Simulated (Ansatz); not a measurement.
**Al$_{3}$Ru$_{2}$: strain energy, fitted**

Al$_{3}$Ru$_{2}$, I4/mmm, a = 3.073 Å, c = 14.252 Å. The structure is a Materials Project entry; whether it is the stable form wasn't checked. Ansatz: PBEsol, PAW, 420 eV, Γ-centred 12×12×4 mesh on 10 atoms, Gaussian smearing 0.10 eV; no spin polarisation. Series: shear of c along a, cell held, atoms relaxed; x is the strain in per cent (engineering shear). y is the free energy over the unstrained cell, V0 = 13.461 Å³/atom. Symmetry makes y even in x.

| x (%) | y (meV/atom) |
| --- | --- |
| 0.0 | 0.00 |
| 1.5 | 1.14 |
| 3.0 | 4.69 |
| 4.5 | 10.58 |
| 6.0 | ? |

Question: Fit y = c2 x² + c4 x⁴ to the other rows, turn c2 into a modulus, and predict the missing energy.

Answer: Least squares on the rows shown. y = 0.51785 x² + 0.00023246 x⁴. In eV per unit strain² c2 is 5.179; this is the shear stiffness (E = ½ C V0 γ²): 2 × 5.179 × 160.2 / (13.461) = 123 GPa. At x = 6.0 the fit asked for gives 18.94 meV/atom. The run gave 18.77 meV/atom, so the fit is 0.17 meV/atom too high, 0.91 % of the span of the series, against an rms of 0.02 meV/atom on the fitted rows. The row lies outside the fitted range. With a term in x⁶ added, a fit to the same known rows (none to spare) predicts 17.16 meV/atom, which misses by about as much or more on the other side: the known rows don't fix the higher terms.

1 further run of this set didn't finish or converge.